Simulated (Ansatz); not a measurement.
# Si2Ni: under pressure

How does Si2Ni compress? Cell and atoms are relaxed at 7 pressures between -1 and 90 GPa.

Computed with Ansatz 0.2.0 (DFT PBE, scalar-relativistic, plane waves, PAW, unless a step's input says otherwise).

1 further run of the same task is left out (set aside as unsound or not needed).

### 1 The starting structure

The structure is cubic, space group Fm-3m (No. 225). The conventional cell has a = 5.447 Å, b = 5.447 Å, c = 5.447 Å, α = 90.00°, β = 90.00°, γ = 90.00°. Si (site symmetry -43m) has 4 Ni at 2.36 Å as nearest neighbours. Ni (site symmetry m-3m) has 8 Si at 2.36 Å as nearest neighbours.

As a file:

```cif
data_structure
_symmetry_space_group_name_H-M 'P 1'
_symmetry_Int_Tables_number 1
_cell_length_a 3.8515
_cell_length_b 3.8515
_cell_length_c 3.8515
_cell_angle_alpha 60.000
_cell_angle_beta 60.000
_cell_angle_gamma 60.000
_cell_volume 40.40
loop_
_atom_site_label
_atom_site_type_symbol
_atom_site_fract_x
_atom_site_fract_y
_atom_site_fract_z
_atom_site_occupancy
Si1 Si 0.25000 0.25000 0.25000 1
Si2 Si 0.75000 0.75000 0.75000 1
Ni1 Ni 0.00000 0.00000 0.00000 1
```

It goes back to an entry of the Materials Project, which need not be the stable form.

It is the result of an earlier relaxation at this level (volume 13.47 Å³/atom; gap on the mesh: none (metal)).

### 2 -1 GPa

Contents of input.yaml:

```yaml
crystal:
  lattice:
    - [0.0, 2.7324073494, 2.7324073494]
    - [2.7324073494, 0.0, 2.7324073494]
    - [2.7324073494, 2.7324073494, 0.0]
  atoms:
    - { symbol: Si, position: [0.25, 0.25, 0.25] }
    - { symbol: Si, position: [0.75, 0.75, 0.75] }
    - { symbol: Ni, position: [0.0, 0.0, 0.0] }
basis:
  ecutwfc: 420
kpoints:
  mp_grid: { grid: [14, 14, 14] }
hamiltonian:
  xc: pbe
scf:
  occupations: { method: gaussian, width: 0.1 }
output:
  forces: true
  stress: true
  eigenvalues: true
relax:
  adjacent_minimum: "off"
  f_tol: 0.008
  max_steps: 50
  cell: { stress_tol: 0.08, p_target: -1.0 }
```

Command:

```
> ansatz run input.yaml --threads 1 --pin off --max-ram 2560MiB --backend cpu --events-out ev --progress --plain --runs-dir out
```

The session goes on with these runs: target pressure 1 GPa; target pressure 4 GPa; target pressure 12 GPa; relaxing at 25 GPa; relaxing at 50 GPa; target pressure 90 GPa.

What does the calculation give? Wanted: bulk modulus B0; B0'.

**Answer**, as computed:

```
                                     quantity                       value
                             volume at 90 GPa  9.91 Å³/atom, V/V0 = 0.736
bulk modulus B0 (third-order Birch-Murnaghan)                     144 GPa
                                          B0'                         4.6
```

In words: Up to 90 GPa the volume falls by 26.4 %. The points follow one equation of state, B0 = 144 GPa. Other structures may take over in this range; these runs cannot find them. The final runs have no spin polarisation, so no magnetic state was tried and one may lie lower.
